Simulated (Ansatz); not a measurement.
# MgS (P6_3mc) in Ansatz: equation of state

Aim: energy against volume of MgS in PBE, for its equilibrium volume and stiffness.

Program: Ansatz 0.2.0. These are calculated values, not measurements. Logs are shortened: lines on timing, memory, paths and dates and some standing lists are left out, and cuts for length are marked.

**1. Starting point**

It takes space group P6_3mc (No. 186, hexagonal). Conventional cell: a = 4.035 Å, b = 4.035 Å, c = 6.432 Å, α = 90.00°, β = 90.00°, γ = 120.00°. S (site symmetry 3m) is surrounded by 4 Mg at 2.45 to 2.47 Å. Mg (site symmetry 3m) has 4 S at 2.45 to 2.47 Å as nearest neighbours.

The cell comes from a database or a generator and needn't be the stable form of this composition.

**2. Single point, PBE, 21.31 Å³/atom (volume scaled by 0.94)**

input.yaml reads:

```yaml
crystal:
  lattice:
    - [3.9522600636, 0.0, 0.0]
    - [-1.9761300318, 3.4227576175, 0.0]
    - [0.0, 0.0, 6.3009860259]
  atoms:
    - { symbol: S, position: [0.6666666667, 0.3333333333, 0.87924415] }
    - { symbol: S, position: [0.3333333333, 0.6666666667, 0.37924415] }
    - { symbol: Mg, position: [0.3333333333, 0.6666666667, 0.99575485] }
    - { symbol: Mg, position: [0.6666666667, 0.3333333333, 0.49575485] }
hamiltonian:
  xc: pbe
  pseudopotentials: { kind: paw }
kpoints:
  mp_grid: { grid: [8, 8, 4] }
scf:
  occupations: { method: fermi_dirac, width: 0.05 }
output:
  forces: true
  stress: true
  eigenvalues: true
```

Potentials or basis: Ansatz PAW.

Run with:

```console
$ ansatz run input.yaml --threads 2 --pin off --max-ram 5120MiB --backend cpu --events-out ev --progress --plain --runs-dir out
```

What it wrote:

```text
Warning: RAYON_NUM_THREADS=2 ignored (pool sized by the plan → 2); use --threads N
Engine: ansatz 0.2.0, aarch64-unknown-linux-gnu
Pseudopotentials: kind: paw
Pseudopotential: S, paw, valence charge 6, recommended cutoff 420 eV (normal), S.paw.azcp
Pseudopotential: Mg, paw, valence charge 10, recommended cutoff 420 eV (normal), Mg.paw.azcp
Functional definition: PBE
  parameter kappa = 0.804
  parameter beta = 0.06672455060314922
  exchange = pbe_x(kappa = kappa, mu = beta*pi^2/3)
  correlation = pbe_c(beta = beta)
Crystal: 4 atoms, lattice volume = 85.237 Å³
Basis set: ecut = 420 eV, 1689 PW (Γ), exchange–correlation on 54×54×90 points (8 copies of the dense FFT grid, shifted against one another)
Bands: 20, of which v1, the nominal top of the filled ones, is band 16 counted from 1 (15 counted from 0)
Symmetry: 12 space group operations
Space group: P63mc (ITA 186), of the structure as read, at distance tolerance 4.4e-5 Å
k-points: 30 of 256 (time reversal used)
Non-local potential: S, projectors of the file, l = 0: 2, l = 1: 2, l = 2: 2
Non-local potential: Mg, projectors of the file, l = 0: 3, l = 1: 2, l = 2: 1
PAW form: soft (Blöchl's): semilocal exchange-correlation on the pseudo side does not see the compensation charge
PAW one-centre angular grid: S, 110 points (default); XC on 64 Gauss nodes
PAW one-centre angular grid: Mg, 110 points (default); XC on 64 Gauss nodes
Initial density: superposition of atomic densities (neutral atoms: chi_scale 0, normalization atom), corrected by the library's trained network
Initial wavefunctions: pseudopotential atomic-orbital guess
Functional: x = pbe(κ = 0.804, μ = 0.2195149727645171), c = pbe(β = 0.06672455060314922)
SCF iter   1: F=—  HF=-5657.370684 eV  |F-HF|=—  |Δ(HF+E_count)|=         —  Δρ=6.09e-4  dr2=2.17e-4  ethr=1.77e-3  ⟨swp⟩=6.3  Hψ=2918  notcnv=0
preconditioner: auto → Resta (q_TF=auto, 2.317 Å⁻¹)  ε∞=3.5  [insulator: Δε(μ)=3.751 eV  Ē_g=10.087 eV  σ=0.050 eV  W_gap=1.00  n_scr=22 (ndim 8)  ℏωp=16.1 eV  f_vac=0.029  D(μ)=0.00/eV (n_scr^D=0)  ε∞_Penn≈3.5]
SCF iter   2: F=—  HF=-5657.367115 eV  |F-HF|=—  |Δ(HF+E_count)|=   3.57e-3  Δρ=3.53e-4  dr2=1.14e-4  ethr=6.78e-7  ⟨swp⟩=3.0  Hψ=1446  notcnv=0
SCF iter   3: F=—  HF=-5657.367075 eV  |F-HF|=—  |Δ(HF+E_count)|=   3.98e-5  Δρ=2.11e-4  dr2=4.31e-5  ethr=3.56e-7  ⟨swp⟩=2.7  Hψ=772  notcnv=0
SCF iter   4: F=—  HF=-5657.367071 eV  |F-HF|=—  |Δ(HF+E_count)|=   3.65e-6  Δρ=7.82e-5  dr2=4.89e-6  ethr=1.35e-7  ⟨swp⟩=2.0  Hψ=960  notcnv=0
SCF iter   5: F=—  HF=-5657.367070 eV  |F-HF|=—  |Δ(HF+E_count)|=   8.81e-7  Δρ=2.63e-5  dr2=4.23e-7  ethr=1.53e-8  ⟨swp⟩=3.0  Hψ=1022  notcnv=0
SCF iter   6: F=-5657.367070 eV  HF=-5657.367070 eV  |F-HF|=3.12e-8  |Δ(HF+E_count)|=   1.04e-7  Δρ=8.01e-6  dr2=5.56e-8  ethr=3.13e-10  ⟨swp⟩=5.3  Hψ=2548  notcnv=0
SCF 1 converged in 6 iterations: F = -5657.367070 eV  dr2 = 5.56e-8
SCF converged after 6 iterations
Free energy (F): -5657.367070 eV
Harris-Foulkes:  -5657.367070 eV  (|F-HF|=3.12e-8)
Internal energy: -5657.367070 eV  (E = F + TS)
E sigma→0 (E₀):  -5657.367070 eV
Fermi energy:    5.713180 eV
--- Per-component energies (eV) ---
  E_band       = -721.468511
  E_kinetic    = 371.154711
  E_local      = -3716.667135  (includes V_loc(G=0)·N_el)
  E_nonlocal   = 247.420959
  E_hartree    = 1347.688609
  E_xc         = -255.531979
  E_vxc        = -253.985453  (∫ρ·V_xc dr)
  E_paw        = -1785.094683  (= ΣΔE_a)
  E_vpaw       = -64.763447  (= ΣTr[D̂ρ^β])
  E_aug_tail   = -0.000004  (compensation charges beyond the density's cutoff)
  E_ewald      = -1866.337549
  E_smearing   = -0.000000  (= −TS)
  E_closure    = -0.000000  (closes the sum)
  Σ components = -5657.367070   (vs F -5657.367070, Δ=0.00e0)
--- Forces (eV/Å), atoms counted from 1 ---
  atom   1  S      0.00000000    -0.00000000    -0.03988938
  atom   2  S     -0.00000000     0.00000000    -0.03988938
  atom   3  Mg     0.00000000    -0.00000000     0.03987062
  atom   4  Mg     0.00000000     0.00000000     0.03987062
  max |Σ_I F_I| component: 3.75e-5 eV/Å
--- Stress (GPa, compression-positive) ---
        5.426447      -0.000000      -0.000000
       -0.000000       5.426447      -0.000000
       -0.000000       0.000000       4.857772
  P = ⅓ Tr σ = 5.2369 GPa (52.369 kbar)
--- Band table (eV; the first three rows and the last of 30) ---
  k-point 0: bands = ["-69.9282", "-69.9280", "-36.6897", "-36.6860", "-36.6823", "-36.6823", "-36.6817", "-36.6817", "-7.8265", "-6.9888", "0.3676", "3.1919", "3.1919", "3.6353", "3.6353", "3.8083", "7.5637", "8.6874", "11.3835", "11.3835"]
  k-point 1: bands = ["-69.9282", "-69.9281", "-36.6892", "-36.6865", "-36.6822", "-36.6822", "-36.6818", "-36.6818", "-7.7209", "-7.1326", "0.7600", "3.0664", "3.2530", "3.2530", "3.5664", "3.5664", "8.2590", "8.8503", "11.3302", "11.3302"]
  k-point 2: bands = ["-69.9281", "-69.9281", "-36.6878", "-36.6878", "-36.6820", "-36.6820", "-36.6820", "-36.6820", "-7.4452", "-7.4452", "1.7835", "1.7835", "3.4059", "3.4059", "3.4059", "3.4059", "9.0054", "9.0054", "11.5134", "11.5134"]
  k-point 29: bands = ["-69.9280", "-69.9280", "-36.6879", "-36.6879", "-36.6839", "-36.6839", "-36.6833", "-36.6833", "-6.8599", "-6.8599", "0.7675", "0.7675", "1.8106", "1.8106", "3.2342", "3.2342", "9.4700", "9.4700", "10.4967", "10.4967"]
```

It took 2.2 s on 2 threads of Arm Neoverse V1, shared host; peak memory 0.36 GiB.

What came out:

| Item | Value |
| --- | --- |
| Free energy | -5657.3671 eV |
| Pressure | 5.2 GPa |
| Largest force | 0.040 eV/Å |
| Band gap on the k mesh | 3.76 eV, direct |

**3. Single point, PBE, 21.76 Å³/atom (volume scaled by 0.96)**

Changes to input.yaml since step 2:

```diff
@@ -2,5 +2,5 @@
   lattice:
-    - [3.9522600636, 0.0, 0.0]
-    - [-1.9761300318, 3.4227576175, 0.0]
-    - [0.0, 0.0, 6.3009860259]
+    - [3.980093798, 0.0, 0.0]
+    - [-1.990046899, 3.4468623386, 0.0]
+    - [0.0, 0.0, 6.3453606289]
   atoms:
```

Potentials or basis: Ansatz PAW.

Run with:

```console
$ ansatz run input.yaml --threads 2 --pin off --max-ram 5120MiB --backend cpu --events-out ev --progress --plain --runs-dir out
```

It took 2.4 s on 2 threads of Arm Neoverse V1, shared host; peak memory 0.36 GiB.

Results (log left out):

```
Free energy            : -5657.4175 eV
Pressure               : 3.7 GPa
Largest force          : 0.043 eV/Å
Band gap on the k mesh : 3.65 eV, direct
```

**4. Single point, PBE, 22.22 Å³/atom (volume scaled by 0.98)**

Changes to input.yaml since step 3:

```diff
@@ -2,5 +2,5 @@
   lattice:
-    - [3.980093798, 0.0, 0.0]
-    - [-1.990046899, 3.4468623386, 0.0]
-    - [0.0, 0.0, 6.3453606289]
+    - [4.0075435882, 0.0, 0.0]
+    - [-2.0037717941, 3.4706345542, 0.0]
+    - [0.0, 0.0, 6.3891231196]
   atoms:
```

Run with:

```console
$ ansatz run input.yaml --threads 2 --pin off --max-ram 5120MiB --backend cpu --events-out ev --progress --plain --runs-dir out
```

Run time: 2.4 s. Hardware: 2 threads of Arm Neoverse V1, shared host; peak memory 0.36 GiB.

It converged, with:

```
Free energy            : -5657.4515 eV
Pressure               : 2.3 GPa
Largest force          : 0.045 eV/Å
Band gap on the k mesh : 3.54 eV, direct
```

**5. Single point, PBE, 22.67 Å³/atom**

Changes to input.yaml since step 4:

```diff
@@ -2,5 +2,5 @@
   lattice:
-    - [4.0075435882, 0.0, 0.0]
-    - [-2.0037717941, 3.4706345542, 0.0]
-    - [0.0, 0.0, 6.3891231196]
+    - [4.0346224068, 0.0, 0.0]
+    - [-2.0173112034, 3.494085499, 0.0]
+    - [0.0, 0.0, 6.43229418]
   atoms:
```

Potentials or basis: Ansatz PAW.

Run with:

```console
$ ansatz run input.yaml --threads 2 --pin off --max-ram 5120MiB --backend cpu --events-out ev --progress --plain --runs-dir out
```

What it wrote:

```text
Warning: RAYON_NUM_THREADS=2 ignored (pool sized by the plan → 2); use --threads N
[... 9 set-up lines as earlier in the session ...]
Crystal: 4 atoms, lattice volume = 90.678 Å³
Basis set: ecut = 420 eV, 1785 PW (Γ), exchange–correlation on 54×54×90 points (8 copies of the dense FFT grid, shifted against one another)
Bands: 20, of which v1, the nominal top of the filled ones, is band 16 counted from 1 (15 counted from 0)
[... 1 set-up line as earlier in the session ...]
Space group: P63mc (ITA 186), of the structure as read, at distance tolerance 4.5e-5 Å
k-points: 30 of 256 (time reversal used)
[... 8 set-up lines as earlier in the session ...]
SCF iter   1: F=—  HF=-5657.473954 eV  |F-HF|=—  |Δ(HF+E_count)|=         —  Δρ=5.96e-4  dr2=2.02e-4  ethr=1.77e-3  ⟨swp⟩=6.3  Hψ=2962  notcnv=0
preconditioner: auto → Resta (q_TF=auto, 2.294 Å⁻¹)  ε∞=3.5  [insulator: Δε(μ)=3.438 eV  Ē_g=9.839 eV  σ=0.050 eV  W_gap=1.00  n_scr=22 (ndim 8)  ℏωp=15.6 eV  f_vac=0.036  D(μ)=0.00/eV (n_scr^D=0)  ε∞_Penn≈3.5]
SCF iter   2: F=—  HF=-5657.470614 eV  |F-HF|=—  |Δ(HF+E_count)|=   3.34e-3  Δρ=3.61e-4  dr2=1.35e-4  ethr=6.31e-7  ⟨swp⟩=3.0  Hψ=1418  notcnv=0
SCF iter   3: F=—  HF=-5657.470588 eV  |F-HF|=—  |Δ(HF+E_count)|=   2.57e-5  Δρ=2.15e-4  dr2=4.91e-5  ethr=4.21e-7  ⟨swp⟩=2.4  Hψ=793  notcnv=0
SCF iter   4: F=—  HF=-5657.470601 eV  |F-HF|=—  |Δ(HF+E_count)|=   1.33e-5  Δρ=8.03e-5  dr2=5.47e-6  ethr=1.53e-7  ⟨swp⟩=2.0  Hψ=960  notcnv=0
SCF iter   5: F=—  HF=-5657.470600 eV  |F-HF|=—  |Δ(HF+E_count)|=   8.25e-7  Δρ=2.65e-5  dr2=4.27e-7  ethr=1.71e-8  ⟨swp⟩=3.0  Hψ=1020  notcnv=0
SCF iter   6: F=-5657.470600 eV  HF=-5657.470600 eV  |F-HF|=5.90e-8  |Δ(HF+E_count)|=   1.04e-7  Δρ=1.00e-5  dr2=8.81e-8  ethr=3.13e-10  ⟨swp⟩=5.4  Hψ=2698  notcnv=0
SCF 1 converged in 6 iterations: F = -5657.470600 eV  dr2 = 8.81e-8
SCF converged after 6 iterations
Free energy (F): -5657.470600 eV
Harris-Foulkes:  -5657.470600 eV  (|F-HF|=5.90e-8)
Internal energy: -5657.470600 eV  (E = F + TS)
E sigma→0 (E₀):  -5657.470600 eV
Fermi energy:    5.018320 eV
--- Per-component energies (eV) ---
  E_band       = -739.792671
  E_kinetic    = 368.320047
  E_local      = -3772.746517  (includes V_loc(G=0)·N_el)
  E_nonlocal   = 247.178659
  E_hartree    = 1367.798559
  E_xc         = -254.259238
  E_vxc        = -252.287317  (∫ρ·V_xc dr)
  E_paw        = -1785.523769  (= ΣΔE_a)
  E_vpaw       = -65.848284  (= ΣTr[D̂ρ^β])
  E_aug_tail   = -0.000004  (compensation charges beyond the density's cutoff)
  E_ewald      = -1828.238337
  E_smearing   = -0.000000  (= −TS)
  E_closure    = 0.000000  (closes the sum)
  Σ components = -5657.470600   (vs F -5657.470600, Δ=0.00e0)
--- Forces (eV/Å), atoms counted from 1 ---
  atom   1  S      0.00000000    -0.00000000    -0.04764724
  atom   2  S     -0.00000000     0.00000000    -0.04764724
  atom   3  Mg     0.00000000     0.00000000     0.04762090
  atom   4  Mg     0.00000000    -0.00000000     0.04762090
  max |Σ_I F_I| component: 5.27e-5 eV/Å
--- Stress (GPa, compression-positive) ---
        1.157834      -0.000000      -0.000000
        0.000000       1.157834      -0.000000
        0.000000      -0.000000       0.892627
  P = ⅓ Tr σ = 1.0694 GPa (10.694 kbar)
--- Band table (eV; the first three rows and the last of 30) ---
  k-point 0: bands = ["-70.6420", "-70.6419", "-37.4023", "-37.3996", "-37.3953", "-37.3953", "-37.3948", "-37.3948", "-8.1424", "-7.4094", "0.0559", "2.6892", "2.6892", "3.1056", "3.1056", "3.2678", "6.7099", "7.9460", "10.7306", "10.7306"]
  k-point 1: bands = ["-70.6420", "-70.6419", "-37.4019", "-37.4000", "-37.3952", "-37.3952", "-37.3949", "-37.3949", "-8.0485", "-7.5331", "0.4145", "2.5613", "2.7468", "2.7468", "3.0410", "3.0410", "7.3949", "8.0919", "10.6900", "10.6900"]
  k-point 2: bands = ["-70.6419", "-70.6419", "-37.4010", "-37.4010", "-37.3950", "-37.3950", "-37.3950", "-37.3950", "-7.8053", "-7.8053", "1.3598", "1.3598", "2.8903", "2.8903", "2.8903", "2.8903", "8.1795", "8.1795", "10.8698", "10.8698"]
  k-point 29: bands = ["-70.6419", "-70.6419", "-37.4009", "-37.4009", "-37.3965", "-37.3965", "-37.3960", "-37.3960", "-7.2977", "-7.2977", "0.4080", "0.4080", "1.4247", "1.4247", "2.7263", "2.7263", "8.8399", "8.8399", "9.8630", "9.8630"]
```

It took 2.4 s on 2 threads of Arm Neoverse V1, shared host; peak memory 0.36 GiB.

Results:

```yaml
Free_energy: -5657.4706 eV
Pressure: 1.1 GPa
Largest_force: 0.048 eV/Å
Band_gap_on_the_k_mesh: 3.44 eV, direct
```

**6. Single point, PBE, 23.12 Å³/atom (volume scaled by 1.02)**

Changes to input.yaml since step 5:

```diff
@@ -2,5 +2,5 @@
   lattice:
-    - [4.0346224068, 0.0, 0.0]
-    - [-2.0173112034, 3.494085499, 0.0]
-    - [0.0, 0.0, 6.43229418]
+    - [4.0613425392, 0.0, 0.0]
+    - [-2.0306712696, 3.5172258124, 0.0]
+    - [0.0, 0.0, 6.4748933962]
   atoms:
@@ -21 +21,5 @@
   eigenvalues: true
+  write_density: true
+  write_potential: true
+  elf: true
+  volumetric_format: npy
```

Potentials or basis: Ansatz PAW.

Run with:

```console
$ ansatz run input.yaml --threads 2 --pin off --max-ram 5120MiB --backend cpu --events-out ev --progress --plain --runs-dir out
```

Wall time 3.5 s (2 threads of Arm Neoverse V1, shared host); peak memory 0.37 GiB.

Results (log left out):

| Item | Value |
| --- | --- |
| Free energy | -5657.4762 eV |
| Pressure | -0.1 GPa |
| Largest force | 0.050 eV/Å |
| Band gap on the k mesh | 3.34 eV, direct |

**7. Single point, PBE, 23.58 Å³/atom (volume scaled by 1.04)**

Changes to input.yaml since step 6:

```diff
@@ -2,5 +2,5 @@
   lattice:
-    - [4.0613425392, 0.0, 0.0]
-    - [-2.0306712696, 3.5172258124, 0.0]
-    - [0.0, 0.0, 6.4748933962]
+    - [4.0877156323, 0.0, 0.0]
+    - [-2.0438578162, 3.5400655811, 0.0]
+    - [0.0, 0.0, 6.5169393366]
   atoms:
```

Run with:

```console
$ ansatz run input.yaml --threads 2 --pin off --max-ram 5120MiB --backend cpu --events-out ev --progress --plain --runs-dir out
```

Run time: 3.6 s. Hardware: 2 threads of Arm Neoverse V1, shared host; peak memory 0.38 GiB.

The run converged. Its results:

| Quantity | Value |
| --- | --- |
| Free energy | -5657.4695 eV |
| Pressure | -1.1 GPa |
| Largest force | 0.052 eV/Å |
| Band gap on the k mesh | 3.25 eV, direct |

**8. Single point, PBE, 24.03 Å³/atom (volume scaled by 1.06)**

Changes to input.yaml since step 7:

```diff
@@ -2,5 +2,5 @@
   lattice:
-    - [4.0877156323, 0.0, 0.0]
-    - [-2.0438578162, 3.5400655811, 0.0]
-    - [0.0, 0.0, 6.5169393366]
+    - [4.1137527396, 0.0, 0.0]
+    - [-2.0568763698, 3.5626143774, 0.0]
+    - [0.0, 0.0, 6.5584496235]
   atoms:
@@ -21,5 +21 @@
   eigenvalues: true
-  write_density: true
-  write_potential: true
-  elf: true
-  volumetric_format: npy
```

Run with:

```console
$ ansatz run input.yaml --threads 2 --pin off --max-ram 5120MiB --backend cpu --events-out ev --progress --plain --runs-dir out
```

It took 2.6 s on 2 threads of Arm Neoverse V1, shared host; peak memory 0.36 GiB.

The run converged. Its results:

- Free energy: -5657.4518 eV
- Pressure: -2.0 GPa
- Largest force: 0.053 eV/Å
- Band gap on the k mesh: 3.16 eV, direct

**9. Equation of state, PBE**

Potentials or basis: Ansatz PAW.

No new run: the results of the series are fitted here.

Results:

* Equilibrium volume: 23.10 Å³/atom
* Bulk modulus at fixed shape and positions: 55 GPa
* Pressure derivative of the bulk modulus: 4.0

Energy against volume, from the lowest point:
| volume (Å³/atom) | energy (meV/atom) |
| --- | --- |
| 21.309 | 27.28 |
| 21.763 | 14.66 |
| 22.216 | 6.16 |
| 22.670 | 1.40 |
| 23.123 | 0.00 |
| 23.576 | 1.66 |
| 24.030 | 6.08 |

Caveat: the cell was scaled at fixed shape and fractional positions, which overstates the stiffness of a crystal with free parameters, most of all of layers and chains.
